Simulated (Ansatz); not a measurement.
# LiCl: the cost of one run

Computed with Ansatz 0.2.0 (DFT r2SCAN, scalar-relativistic, plane waves, PAW).

The COD entry's cell or inner coordinates are ideal or old and differ from later refinements, so a difference from it is no clean test against experiment.

1 further run of the same task is left out (set aside as unsound or not needed).

### 1 The system as given

It takes space group Fm-3m (No. 225, cubic). Conventional cell: a = 5.130 Å, b = 5.130 Å, c = 5.130 Å, α = 90.00°, β = 90.00°, γ = 90.00°. Li (site symmetry m-3m) has 6 Cl at 2.56 Å as nearest neighbours. Around Cl (site symmetry m-3m) lie 6 Li at 2.56 Å.

Coordinates:

```cif
data_structure
_symmetry_space_group_name_H-M 'P 1'
_symmetry_Int_Tables_number 1
_cell_length_a 3.6271
_cell_length_b 3.6271
_cell_length_c 3.6271
_cell_angle_alpha 60.000
_cell_angle_beta 60.000
_cell_angle_gamma 60.000
_cell_volume 33.74
loop_
_atom_site_label
_atom_site_type_symbol
_atom_site_fract_x
_atom_site_fract_y
_atom_site_fract_z
_atom_site_occupancy
Li1 Li 0.00000 0.00000 0.00000 1
Cl1 Cl 0.50000 0.50000 0.50000 1
```

The structure comes from the Crystallography Open Database.

### 2 Another functional, on a distorted cell: r2SCAN

What differs from the listed cell: strain xx, yy, zz, yz, xz, xy = +2.2, +2.2, +2.2, +0.0, +0.0, +0.0 %.

File input.yaml:

```yaml
crystal:
  lattice:
    - [0.0, 2.622338862, 2.622338862]
    - [2.622338862, 0.0, 2.622338862]
    - [2.622338862, 2.622338862, 0.0]
  atoms:
    - { symbol: Li, position: [0.0, 0.0, 0.0] }
    - { symbol: Cl, position: [0.5, 0.5, 0.5] }
basis:
  ecutwfc: 500
kpoints:
  mp_grid: { grid: [8, 8, 8] }
hamiltonian:
  xc: r2scan
scf:
  occupations: { method: gaussian, width: 0.02 }
output:
  forces: true
  stress: true
  eigenvalues: true
```

Command:

```bash
ansatz run input.yaml --threads 1 --pin off --max-ram 1331MiB --backend cpu --events-out ev --progress --plain --runs-dir out
```

What time and memory should one allow on 1 thread of an x86-64 CPU, shared host?

About 4.2 s, with a peak of 0.41 GiB.
